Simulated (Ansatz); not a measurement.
# CdInS2: the cost of one run

Method: DFT PBE, scalar-relativistic, plane waves, PAW, in Ansatz 0.2.0.

## Step 1: The starting structure

It takes space group P-3m1 (No. 164, trigonal). Conventional cell: a = 3.869 Å, b = 3.869 Å, c = 6.811 Å, α = 90.00°, β = 90.00°, γ = 120.00°. Cd (site symmetry -3m) is surrounded by 6 S at 2.79 Å. In (site symmetry -3m) is surrounded by 6 S at 2.83 Å. S (site symmetry 3m) has 3 Cd at 2.79 Å and 3 In at 2.83 Å as nearest neighbours.

Coordinates:

```cif
data_structure
_symmetry_space_group_name_H-M 'P 1'
_symmetry_Int_Tables_number 1
_cell_length_a 3.8695
_cell_length_b 3.8695
_cell_length_c 6.8105
_cell_angle_alpha 90.000
_cell_angle_beta 90.000
_cell_angle_gamma 120.000
_cell_volume 88.31
loop_
_atom_site_label
_atom_site_type_symbol
_atom_site_fract_x
_atom_site_fract_y
_atom_site_fract_z
_atom_site_occupancy
Cd1 Cd 0.00000 0.00000 0.00000 1
In1 In 0.00000 0.00000 0.50000 1
S1 S 0.66667 0.33333 0.75505 1
S2 S 0.33333 0.66667 0.24495 1
```

The structure comes from the Materials Project (structure only).

## Step 2: A distortion that keeps the symmetry

What differs from the listed cell: strain xx, yy, zz, yz, xz, xy = +5.7, +5.7, -3.3, +0.0, +0.0, +0.0 %; atoms moved by 0.06 Å root mean square, at most 0.08 Å.

Contents of input.yaml:

```yaml
crystal:
  lattice:
    - [4.0908313215, 0.0, 0.0]
    - [-2.0454156608, 3.5427638471, 0.0]
    - [0.0, 0.0, 6.5871436488]
  atoms:
    - { symbol: Cd, position: [0.0, 0.0, 0.0] }
    - { symbol: In, position: [0.0, 0.0, 0.5] }
    - { symbol: S, position: [0.66666667, 0.33333333, 0.7675080636] }
    - { symbol: S, position: [0.33333333, 0.66666667, 0.2324919364] }
basis:
  ecutwfc: 420
kpoints:
  mp_grid: { grid: [12, 12, 6] }
hamiltonian:
  xc: pbe
scf:
  occupations: { method: gaussian, width: 0.1 }
output:
  forces: true
  stress: true
  eigenvalues: true
```

The run is started by

```bash
$ ansatz run input.yaml --threads 1 --pin off --max-ram 1331MiB --backend cpu --events-out ev --progress --plain --runs-dir out
```

**Question.** How long does this run take on 1 thread of an x86-64 CPU, shared host, and how much memory does it need?

About 9.9 s, with a peak of 0.54 GiB.
